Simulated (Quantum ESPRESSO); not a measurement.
The system is WC (Qusongite).

```xyz
2
Lattice="2.9065 0.0000 0.0000 -1.4532 2.5171 0.0000 0.0000 0.0000 2.8366" Properties=species:S:1:pos:R:3 pbc="T T T"
W     0.0000    0.0000    0.0000
C     1.4533    0.8390    1.4183
```

```yaml
Program: Quantum ESPRESSO 7.5
Task: single point
Functional: PBE
Potentials_or_basis: SSSP 1.3 efficiency PBE
Cutoff: 748 eV
Density_cutoff: 5987 eV
k_mesh: 10 × 10 × 9
Occupations: fermi-dirac, width 0.05 eV
Spin: no spin polarisation
```

On this cell: pressure 6.4 GPa; largest force under 0.003 eV/Å; band gap on the k mesh none (metal or under the smearing width).

The same run follows on a disturbed copy (atoms moved at random, drawn with an rms of 0.05 Å):

```
W C
1.0
     2.90650    0.00000    0.00000
    -1.45325    2.51710    0.00000
     0.00000    0.00000    2.83660
W C
1 1
Direct
  0.00594 0.00668 0.01947
  0.68209 0.32485 0.51994
```

Problem. What changes?

Solution. The energy (extrapolated to zero smearing) moves by +16.2 meV/atom; pressure 7.1 GPa; largest force 1.043 eV/Å; band gap on the k mesh none (metal or under the smearing width).

Forces on the atoms (eV/Å):
```
W    0.835 -0.624  0.020
C   -0.835  0.624 -0.020
```

Stress tensor (GPa, compression positive):
```
 8.63 -2.20  0.03
-2.20  5.28 -0.02
 0.03 -0.02  7.24
```
